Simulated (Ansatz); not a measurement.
# CoSi2/Si/CoSi2: conductance against the thickness of the layer, part 3 of 6

How fast does the current through CoSi2/Si/CoSi2 fall with each added layer? Both electrodes are CoSi2 fluorite(111); the barrier is Si diamond(111) (whole bilayers). In the first transport cell, after relaxation, the nearest pair of electrode and barrier is Si–Si at 2.38 Å, along the normal, at the lower face and Si–Si at 2.38 Å, along the normal, at the upper one. All share a net of side 3.829 Å, which strains the lower electrode by +1.0 % and the barrier by -1.0 %, against typed lattice constants near PBE's. The first steps treat the bulk electrodes alone.

Ansatz 0.2.0; PBE DFT, plane waves, PAW files (the session's first sound run).

So far. Step 3 (Relaxing the interfaces): The largest force component on a free atom ends at 0.020 eV/Å. The work functions of the outer faces are 5.16 and 5.16 eV.

### Step 4. T(E) of the junction

This step: PBE DFT, plane waves, PAW files; ballistic transmission by layer matching between semi-infinite leads (Ansatz 0.2.0).

System of this step: CoSi2/Si/CoSi2. The cell holds 58 atoms: 18 Co and 40 Si. Cell: a = 3.829 Å, b = 3.829 Å, c = 76.445 Å, α = 90.0°, β = 90.0°, γ = 120.0°. Regions: left electrode, 26 atoms (9 Co and 17 Si); barrier, 6 atoms (6 Si); right electrode, 26 atoms (17 Si and 9 Co). Vacuum lies along c.

The relaxed core is set between ideal electrode layers (this cell holds 6 atomic planes between the electrodes; where that differs from the relaxed slab, whole periods were copied in or cut out without a new relaxation), which the solver continues as semi-infinite leads. A wide energy window on a coarse mesh (12×12) shows where the Fermi level lies against the barrier's bands; the projected density of states shows how far the metals' states reach in.

The input, input.yaml:

```yaml
crystal:
  lattice:
    - [3.829, 0.0, 0.0]
    - [-1.9145, 3.3160112711, 0.0]
    - [0.0, 0.0, 76.4452670293]
  atoms:
    - { symbol: Co, position: [0.66666667, 0.33333333, 0.0915687821] }
    - { symbol: Si, position: [0.0, 0.0, 0.1013971045] }
    - { symbol: Si, position: [0.66666667, 0.33333333, 0.1219074758] }
    - { symbol: Co, position: [0.0, 0.0, 0.1317357982] }
    - { symbol: Si, position: [0.33333333, 0.66666667, 0.1415641206] }
    - { symbol: Si, position: [0.0, 0.0, 0.1620744918] }
    - { symbol: Co, position: [0.33333333, 0.66666667, 0.1719028142] }
    - { symbol: Si, position: [0.66666667, 0.33333333, 0.1817311366] }
    - { symbol: Si, position: [0.33333333, 0.66666667, 0.2022415079] }
    - { symbol: Co, position: [0.66666667, 0.33333333, 0.2120698303] }
    - { symbol: Si, position: [0.0, 0.0, 0.2218981527] }
    - { symbol: Si, position: [0.66666667, 0.33333333, 0.2424085239] }
    - { symbol: Co, position: [0.0, 0.0, 0.2522368464] }
    - { symbol: Si, position: [0.33333333, 0.66666667, 0.2620651688] }
    - { symbol: Si, position: [0.0, 0.0, 0.28257554] }
    - { symbol: Co, position: [0.33333333, 0.66666667, 0.2924038624] }
    - { symbol: Si, position: [0.66666667, 0.33333333, 0.3022321848] }
    - { symbol: Si, position: [0.33333333, 0.66666667, 0.3227425561] }
    - { symbol: Co, position: [0.66666667, 0.33333333, 0.3325708785] }
    - { symbol: Si, position: [0.0, 0.0, 0.3423992009] }
    - { symbol: Si, position: [0.66666667, 0.33333333, 0.3629095721] }
    - { symbol: Co, position: [0.0, 0.0, 0.3727378945] }
    - { symbol: Si, position: [0.33333333, 0.66666667, 0.3825662169] }
    - { symbol: Si, position: [0.0, 0.0, 0.4030765882] }
    - { symbol: Co, position: [0.33333333, 0.66666667, 0.4129049106] }
    - { symbol: Si, position: [0.66666667, 0.33333333, 0.4222513219] }
    - { symbol: Si, position: [0.66666667, 0.33333333, 0.4533271912] }
    - { symbol: Si, position: [0.0, 0.0, 0.4636923838] }
    - { symbol: Si, position: [0.0, 0.0, 0.4947598171] }
    - { symbol: Si, position: [0.33333333, 0.66666667, 0.5052397229] }
    - { symbol: Si, position: [0.33333333, 0.66666667, 0.5363071927] }
    - { symbol: Si, position: [0.66666667, 0.33333333, 0.5466724816] }
    - { symbol: Si, position: [0.66666667, 0.33333333, 0.5777484114] }
    - { symbol: Co, position: [0.0, 0.0, 0.5870950894] }
    - { symbol: Si, position: [0.33333333, 0.66666667, 0.5969234118] }
    - { symbol: Si, position: [0.0, 0.0, 0.6174337831] }
    - { symbol: Co, position: [0.33333333, 0.66666667, 0.6272621055] }
    - { symbol: Si, position: [0.66666667, 0.33333333, 0.6370904279] }
    - { symbol: Si, position: [0.33333333, 0.66666667, 0.6576007991] }
    - { symbol: Co, position: [0.66666667, 0.33333333, 0.6674291215] }
    - { symbol: Si, position: [0.0, 0.0, 0.6772574439] }
    - { symbol: Si, position: [0.66666667, 0.33333333, 0.6977678152] }
    - { symbol: Co, position: [0.0, 0.0, 0.7075961376] }
    - { symbol: Si, position: [0.33333333, 0.66666667, 0.71742446] }
    - { symbol: Si, position: [0.0, 0.0, 0.7379348312] }
    - { symbol: Co, position: [0.33333333, 0.66666667, 0.7477631536] }
    - { symbol: Si, position: [0.66666667, 0.33333333, 0.7575914761] }
    - { symbol: Si, position: [0.33333333, 0.66666667, 0.7781018473] }
    - { symbol: Co, position: [0.66666667, 0.33333333, 0.7879301697] }
    - { symbol: Si, position: [0.0, 0.0, 0.7977584921] }
    - { symbol: Si, position: [0.66666667, 0.33333333, 0.8182688634] }
    - { symbol: Co, position: [0.0, 0.0, 0.8280971858] }
    - { symbol: Si, position: [0.33333333, 0.66666667, 0.8379255082] }
    - { symbol: Si, position: [0.0, 0.0, 0.8584358794] }
    - { symbol: Co, position: [0.33333333, 0.66666667, 0.8682642018] }
    - { symbol: Si, position: [0.66666667, 0.33333333, 0.8780925242] }
    - { symbol: Si, position: [0.33333333, 0.66666667, 0.8986028955] }
    - { symbol: Co, position: [0.66666667, 0.33333333, 0.9084312179] }
kpoints:
  mp_grid: { grid: [8, 8, 1] }
scf:
  occupations: { method: fermi_dirac, width: 0.1 }
  max_iter: 150
hamiltonian:
  xc: pbe
output:
  transmission:
    kmesh: [12, 12]
    e_range: [-2.5, 2.5]
    de: 0.1
    leads: [[11, 14], [44, 47]]
  dos: { projected: true, e_range: [-6, 5], de: 0.05 }
  write_potential: true
  write_density: true
  volumetric_format: npy
  elf: true
```

Run with:

```console
$ ansatz run input.yaml --threads 8 --pin off --max-ram 24576MiB --backend cpu --events-out ev --progress --plain --runs-dir out
```

Numbers of over 12 decimals in the logs are rounded to 6 here.

Log:

```text
Warning: the atoms were moved onto the symmetric positions of the space group found under crystal.symmetry.tolerance 1.0e-5 (fractional; no operation is sought that the atoms, as they stand in a round, miss by more than twice it, and no atom is moved by as much as it), and the run uses the moved positions. Before a round's move an operation carried an atom to 3.13e-5 Å from where it should land, the largest such dist [...]
[...]
Crystal: 58 atoms, lattice volume = 970.626 Å³
Basis set: ecut = 420 eV, 18939 PW (Γ)
Bands: 291, of which v1, the nominal top of the filled ones, is band 233 counted from 1 (232 counted from 0)
Symmetry: 12 space group operations
[...]
k-points: 10 of 64
[...]
SCF iter   1: F=—  HF=-117722.221240 eV  |F-HF|=—  |Δ(HF+E_count)|=         —  Δρ=8.64e-3  dr2=1.42e1  ethr=1.77e-3  ⟨swp⟩=8.5  Hψ=14727  notcnv=0  defer=95
[...]
SCF iter  11: F=-117722.144464 eV  HF=-117722.144464 eV  |F-HF|=3.22e-8  |Δ(HF+E_count)|=   2.87e-7  Δρ=1.92e-6  dr2=3.21e-8  ethr=2.15e-11  ⟨swp⟩=17.1  Hψ=11689  notcnv=0
SCF 1 converged in 11 iterations: F = -117722.144464 eV  dr2 = 3.21e-8
[...]
transmission: 146 of 1387 steps passed
transmission: 279 of 1387 steps passed
[...]
transmission: 1387 of 1387 steps passed
WARN: The output density's exchange-correlation potential varies sharply where the density is thin. Do not read a vacuum level from v_tot or v_xc, or from such a field of the output density. On a cell that repeats whose density bears no net charge and no dipole along the vacuum's axis use v_es (v_loc + v_h of the components); under efield.dipole_correction with no amplitude use v_es + v_field, which holds any externa [...]
SCF converged after 11 iterations
Free energy (F): -117722.144464 eV
[...]
Internal energy: -117721.364649 eV  (E = F + TS)
E sigma→0 (E₀):  -117721.754557 eV
Entropy (-TS):   -0.779815 eV (-13.445 meV/atom)
Fermi energy:    8.868067 eV
[...]
--- Band table (eV; the first three rows and the last of 10) ---
  k-point 0: bands = [... 229 lower, 10.2985, 10.2985, 10.4557, 10.5896, 10.6054, 10.6997, 10.7708, 10.7708, ... 54 higher]
  k-point 1: bands = [... 229 lower, 9.9513, 9.9909, 10.0253, 10.0432, 10.2597, 10.2652, 10.3186, 10.3404, ... 54 higher]
  k-point 2: bands = [... 229 lower, 9.0791, 9.1450, 9.3341, 9.3382, 9.5315, 9.5765, 9.6728, 9.6761, ... 54 higher]
  k-point 9: bands = [... 229 lower, 8.2999, 8.3032, 8.3634, 8.3638, 8.3826, 8.3841, 8.4100, 8.4125, ... 54 higher]
--- Transmission ---
  basis      : 109 plane waves across, 73 finite elements along
  points     : 19, standing for a mesh of 12 x 12
  energies   : 51 from -2.500000 to 2.500000 eV about the Fermi level, 0.100000 eV apart; the leads are filled to 0.000000 eV, and channels, transmission and decay are at 0.000000 eV
  crystal 0  : Si2Co1, at the sites [11, 14], period 3.0706 Å, over 25.59 Å; its Hamiltonian steps by up to 5.2 meV
    offset         : up to 0.0000 Å between an atom of the period and one for which it stands
    channels       : 1.270833e0 a spin
    conductance    : none, the energies end too early or step too widely for 300 K: set another output.transmission.e_range or a lower de, or, where they end at an eighth of basis.ecutwfc, a higher one
    slowest decay  : 0.1210 /Å at (0.4167, 0.0833)
[...]
channels       : 1.270833e0 a spin
[...]
slowest decay  : 0.1210 /Å at (0.4167, 0.0833)
  junction   : crystal 0 to crystal 1, 20.82 to 55.63 Å
    transmission   : 7.111968e-2 a spin
[...]
```

Elapsed: 2.5 min, on 8 threads of Arm Neoverse V2, shared host; peak memory 12 GiB.

In the SCF lines HF is the Harris–Foulkes energy and dr2 the Hartree energy of the density residual, in eV; the loop may stop once dr2 is under the threshold and the program's other checks hold. Hψ counts applications of the Hamiltonian.

This step gave:

```yaml
free_energy: -117722.1445 eV
fermi_energy: 8.868 eV
level_to_which_the_leads_are_filled: 0 eV from the Fermi level
transmission_at_the_fermi_level_a_spin_zone_mean: 0.07112
channels_of_the_lower_lead: 1.271
channels_of_the_upper_lead: 1.271
potential_step_in_the_lower_lead: 5.2 meV
potential_step_in_the_upper_lead: 5.2 meV
```

One spin. The transmission, zone mean by energy, zero at the Fermi level:

energy (eV), transmission, zone mean and a bar:
```
    -2.50      0.356 ##########
    -2.40      0.465 #############
    -2.30      0.276 #######
    -2.20      0.324 ########
    -2.00      0.416 ###########
    -1.80      0.529 ###############
    -1.60      0.173 ####
    -1.50      0.135 ##
    -1.40      0.217 #####
    -1.30      0.098 #
    -1.10      0.173 ####
    -0.90      0.161 ###
    -0.80      0.110 #
    -0.60      0.119 ##
    -0.40      0.084 #
    -0.30      0.065 
    -0.10      0.078 
     0.00      0.071 
     0.10      0.068 
     0.30      0.067 
     0.40      0.081 #
     0.60      0.081 #
     0.80      0.067 
     0.90      0.128 ##
     1.10      0.094 #
     1.30      0.083 #
     1.50      0.078 
     1.60      0.176 ####
     1.80      0.305 ########
     2.00      0.492 ##############
     2.20      0.844 ##########################
     2.30      0.881 ###########################
     2.40      0.981 ##############################
     2.50      0.950 #############################
```

One spin. Table of open channels, zone mean, lower lead = upper lead by energy, zero at the Fermi level:

| energy (eV) | open channels, zone mean, lower lead = upper lead |
| --- | --- |
| -2.50 | 1.15 |
| -2.30 | 1.35 |
| -2.00 | 1.37 |
| -1.80 | 2.08 |
| -1.50 | 1.57 |
| -1.30 | 1.40 |
| -1.10 | 1.67 |
| -0.80 | 1.67 |
| -0.60 | 1.88 |
| -0.40 | 1.83 |
| -0.10 | 1.35 |
| 0.00 | 1.27 |
| 0.10 | 1.27 |
| 0.40 | 0.979 |
| 0.60 | 0.903 |
| 0.80 | 0.694 |
| 1.10 | 0.597 |
| 1.30 | 0.556 |
| 1.50 | 0.556 |
| 1.80 | 0.924 |
| 2.00 | 1.26 |
| 2.30 | 1.72 |
| 2.50 | 1.83 |

Transmission over k1 and k2. At 0.0000 eV from the Fermi level.

Ten even steps from '_' (0.000) to '@' (0.345):
```
__##..____..##__________
__..--::::::--..________
____::--::::--::________
____::::======::::______
__..::::==****==::::..__
__##----==**@@**==----##
____..::::==****==::::..
________::::======::::__
__________::--::::--::__
__________..--::::::--..
____________##..____..##
________________________
```
Columns: k1 (b1) from -0.5 to 0.417; rows upwards: k2 (b2) from -0.5 to 0.417.

Open channels of the lower lead over k1 and k2. At 0.0000 eV from the Fermi level.

Values, 12 rows by 12 columns:
```
0.00 1.00 1.00 1.00 1.00 1.00 1.00 0.00 0.00 0.00 0.00 0.00
1.00 1.00 2.00 2.00 1.00 2.00 2.00 1.00 1.00 0.00 0.00 0.00
1.00 1.00 2.00 2.00 2.00 2.00 2.00 2.00 1.00 1.00 0.00 0.00
1.00 1.00 1.00 2.00 3.00 3.00 3.00 2.00 1.00 1.00 1.00 0.00
0.00 1.00 2.00 2.00 3.00 3.00 3.00 3.00 2.00 2.00 1.00 0.00
0.00 1.00 2.00 2.00 3.00 3.00 3.00 3.00 3.00 2.00 2.00 1.00
0.00 0.00 1.00 2.00 2.00 3.00 3.00 3.00 3.00 2.00 2.00 1.00
1.00 0.00 1.00 1.00 1.00 2.00 3.00 3.00 3.00 2.00 1.00 1.00
1.00 0.00 0.00 1.00 1.00 2.00 2.00 2.00 2.00 2.00 2.00 1.00
1.00 0.00 0.00 0.00 1.00 1.00 2.00 2.00 1.00 2.00 2.00 1.00
0.00 0.00 0.00 0.00 0.00 0.00 1.00 1.00 1.00 1.00 1.00 1.00
0.00 0.00 1.00 1.00 1.00 0.00 0.00 0.00 1.00 1.00 1.00 0.00
```
Columns: k1 (b1) from -0.5 to 0.417; rows upwards: k2 (b2) from -0.5 to 0.417.

Projected DOS an atom over height of the atomic layer and energy from the Fermi level. Layers: Co Si Si Co Si Si Co Si Si Co Si Si Co Si Si Co Si Si Co Si Si Co Si Si Co Si Si Si Si Si Si Si Si Co Si Si Co Si Si Co Si Si Co Si Si Co Si Si Co Si Si Co Si Si Co Si Si Co; projections on atoms miss part of the total, and the computed bands can run out at the top of the range; a column is the mean of 4 neighbouring layers, the last of those left over.

Ten even steps from '0' (0.09 states/eV) to '9' (2.85 states/eV), each cell a mean:
```
000000000000000
011001111011010
011111111111110
100000120000011
110000110000011
111111111111112
100100010100101
000000000000001
000000000000001
100000001000002
311111101111115
622321202322319
622522404522538
544844413844833
211312221311312
211211221211212
211211211211211
233333112333331
111111101111110
011111000011010
000000000000000
000000000000000
```
Columns: height of the atomic layer (Å) from 8.54 to 69.1 (not evenly spaced); rows upwards: energy from the Fermi level (eV) from -6 to 5.

ELF in the ca plane at fractional y = 0.333, with atoms of Co and Si within 0.2 Å of it. It is the smooth field of the valence electrons, not physical close to the nuclei.

Values, 6 rows by 16 columns, each cell a mean:
```
0.00 0.00 0.00 0.00 0.01 0.06 0.16 0.28 0.50 0.59 0.49 0.19 0.33 0.63 0.55 0.35
0.00 0.00 0.00 0.00 0.01 0.05 0.40 0.57 0.55 0.31 0.36 0.04 0.18 0.38 0.48 0.39
0.00 0.00 0.00 0.00 0.01 0.05 0.32 0.46 0.54 0.37 0.41 0.06 0.21 0.47 0.49 0.36
0.00 0.00 0.00 0.00 0.01 0.07 0.17 0.34 0.46 0.59 0.50 0.30 0.39 0.58 0.51 0.41
0.00 0.00 0.00 0.00 0.01 0.09 0.35 0.58 0.37 0.32 0.48 0.59 0.57 0.35 0.31 0.46
0.00 0.00 0.00 0.00 0.01 0.08 0.31 0.55 0.39 0.37 0.48 0.53 0.54 0.40 0.35 0.47
```
Columns run along c (16.0 Å, from fractional 0.00 to 0.21 of the cell), rows up along a (3.8 Å). Atoms in or near the plane, at fractional coordinates: Co at (0.09, 0.67), Si at (0.12, 0.67), Si at (0.18, 0.67).

Valence density in the ca plane at fractional y = 0.333, with atoms of Co and Si within 0.2 Å of it. It is the smooth field of the valence electrons, not physical close to the nuclei.

Values in e/Å³, 6 rows by 16 columns, each cell a mean:
```
 0  0  0  0  0  0  0  0  0  0  0  0  0  0  1  0
 0  0  0  0  0  0  0  0  0  0  0  0  0  1 18  2
 0  0  0  0  0  0  0  0  0  0  0  0  0  1 10  1
 0  0  0  0  0  0  0  0  0  0  0  0  0  0  1  0
 0  0  0  0  0  0  0  0  0  0  0  0  0  0  0  0
 0  0  0  0  0  0  0  0  0  0  0  0  0  0  0  0
```
Columns run along c (16.0 Å, from fractional 0.48 to 0.69 of the cell), rows up along a (3.8 Å). Atoms in or near the plane, at fractional coordinates: Si at (0.55, 0.67), Si at (0.58, 0.67), Si at (0.64, 0.67), Co at (0.67, 0.67).

Electrostatic potential energy in the ca plane at fractional y = 0.333, with atoms of Co and Si within 0.2 Å of it. With pseudopotentials it is smooth inside the atoms' cores, unlike the true potential.

Ten even steps from '0' (-49 eV) to '9' (12 eV), each cell a mean:
```
99999999999998888999888999999999888899988899
99999999999986435898534799999998633689733589
99999999999983002786100589999997200378400168
99999999999983002786100489999997200378300168
99999999999986325897423799999998522589632489
99999999999998778999878899999999877899987899
99999999999999999999999999999999999999999999
99998889999988999999999888999888999998899989
99988889999988999999999888899888999998899889
99999999999999999999999999999999999999999999
```
Columns run along c (16.0 Å, from fractional 0.48 to 0.69 of the cell; values clipped at the 3rd and 97th percentile), rows up along a (3.8 Å). Atoms in or near the plane, at fractional coordinates: Si at (0.55, 0.67), Si at (0.58, 0.67), Si at (0.64, 0.67), Co at (0.67, 0.67).

At the Fermi level the transmission is 0.071, as a zone mean for one spin on this coarse mesh. At the Fermi level the layers of this cell's barrier hold from 0.061 to 0.15 states an eV and atom: none is empty there, through tails of the electrodes' states or through bands of its own. In the worse lead the potential repeats within 5.2 meV, which the program lets pass.

(Continued in part 4 of 6.)

[Logs are printed without paths, hosts, clocks, repeated set-up lines and the standing remarks that a program may print on its own settings, such as how far it seeks lower states.]

[Hosts, paths, dates, database ids (printed as entryN), source tags and the programs' standing remarks are cut or masked in the printed files.]
